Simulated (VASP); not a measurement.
# KF: single point with PBE

KF:

```
K F
1.0
     0.00000    2.65896    2.65896
     2.65896    0.00000    2.65896
     2.65896    2.65896    0.00000
K F
1 1
Direct
  0.00000 0.00000 0.00000
  0.50000 0.50000 0.50000
```

The cell was built by a generator and needn't be a form met in nature.

* Program: VASP 6.6.1
* Task: single point
* Functional: PBE
* Potentials or basis: VASP PAW PBE potentials, release 64 (K_sv, F)
* Cutoff: 520 eV
* k mesh: 8 × 8 × 8
* Occupations: fermi-dirac, width 0.02 eV
* Spin: no spin polarisation

```json
{
  "Pressure": "2.0 GPa",
  "Band gap on the k mesh": "6.24 eV, direct"
}
```

Levels at points of the mesh, in eV from the valence-band top:
```tsv
k point	band 6	band 7	band 8	band 9	band 10	band 11
(0.00, 0.00, 0.00)	0.00	0.00	0.00	6.24	10.72	10.72
(0.50, 0.00, 0.00)	-0.81	-0.36	-0.36	9.13	10.71	12.14
(0.50, 0.50, 0.00)	-0.21	-0.05	-0.05	8.21	10.38	11.93
```

Run time: 16 s on 1 thread of AMD EPYC 7R13 Processor (Zen 3), with other jobs on the host, peak memory 0.13 GiB.

A k mesh can miss the band edges. PBE gaps usually lie below the measured ones, often by a third to a half.
